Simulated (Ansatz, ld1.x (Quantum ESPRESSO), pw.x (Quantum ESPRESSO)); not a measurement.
pw.x on fcc V: one setting changed

Potential: norm-conserving Troullier–Martins (Kleinman–Bylander form), ld1.x (Quantum ESPRESSO) 7.5, PBEsol; core [Ar], reference 3d3 4s2 4p0; waves: 4s (bound): rc 2.80 bohr; 4p (bound, empty): rc 3.35 bohr; 3d (bound): rc 1.80 bohr; local part: all-electron potential smoothed inside 1.86 bohr (lloc = -2); core correction: none.

The reference run (k-mesh 15³, cutoffs 100/400 Ry, Fermi–Dirac 0.01 Ry, mixing_beta 0.4, conv_thr 1e-9, no spin) gives -0.47 GPa at 13.441 Å³/atom, where all-electron LAPW gives -0.24 GPa. This run, with its own iteration cap, changes conv_thr to 0.0001.

```
&control
  calculation='scf', prefix='x', pseudo_dir='./', outdir='./tmp', tstress=.true., disk_io='none'
/
&system
  ibrav=0, nat=1, ntyp=1, ecutwfc=100, ecutrho=400, nbnd=9,
  occupations='smearing', smearing='fd', degauss=0.01
/
&electrons
  conv_thr=0.0001, mixing_beta=0.4, electron_maxstep=70
/
ATOMIC_SPECIES
V 1.0 V.UPF
CELL_PARAMETERS angstrom
  0.00000000 1.88712439 1.88712439
  1.88712439 0.00000000 1.88712439
  1.88712439 1.88712439 0.00000000
ATOMIC_POSITIONS crystal
V 0.0000 0.0000 0.0000
K_POINTS automatic
15 15 15 0 0 0
```

```bash
pw.x < V.scf.in > V.scf.out
```

Task: How does the run end?

Result: It converges in 4 iterations; the free energy moves by +0.3 meV/atom and the pressure by -0.91 GPa.

```
Message from routine setup:
     using ibrav=0 with symmetry is DISCOURAGED, use correct ibrav instead
     lattice parameter (alat)  =       5.0433  a.u.
     unit-cell volume          =      90.7044 (a.u.)^3
     number of electrons       =         5.00
     number of Kohn-Sham states=            9
     kinetic-energy cutoff     =     100.0000  Ry
     charge density cutoff     =     400.0000  Ry
     scf convergence threshold =      1.0E-04
     Exchange-correlation= PBESOL
     number of k points=   120  Fermi-Dirac smearing, width (Ry)=  0.0100
     iteration #  1     ecut=   100.00 Ry     beta= 0.40
     total energy              =     -12.35085236 Ry
     estimated scf accuracy    <       0.06627338 Ry
     iteration #  2     ecut=   100.00 Ry     beta= 0.40
     total energy              =     -12.35911608 Ry
     estimated scf accuracy    <       0.00213748 Ry
     iteration #  3     ecut=   100.00 Ry     beta= 0.40
     negative rho (up, down):  1.717E-07 0.000E+00
     total energy              =     -12.35995264 Ry
     estimated scf accuracy    <       0.00036919 Ry
     iteration #  4     ecut=   100.00 Ry     beta= 0.40
     the Fermi energy is    10.9563 ev
!    total energy              =     -12.36012238 Ry
     estimated scf accuracy    <       0.00004068 Ry
     smearing contrib. (-TS)   =      -0.00748972 Ry
     The total energy is F=E-TS. E is the sum of the following terms:
     one-electron contribution =       6.64279145 Ry
     hartree contribution      =       0.71279422 Ry
     xc contribution           =      -3.63744063 Ry
     ewald contribution        =     -16.07077770 Ry
     convergence has been achieved in   4 iterations
          total   stress  (Ry/bohr**3)                   (kbar)     P=      -13.81
     Message from routine punch:
     Nothing written, as per user request (disk_io='none')
```

The run took about 13 s on one core of a shared host (Neoverse-V1, 32 threads, 247 GiB, load 18).
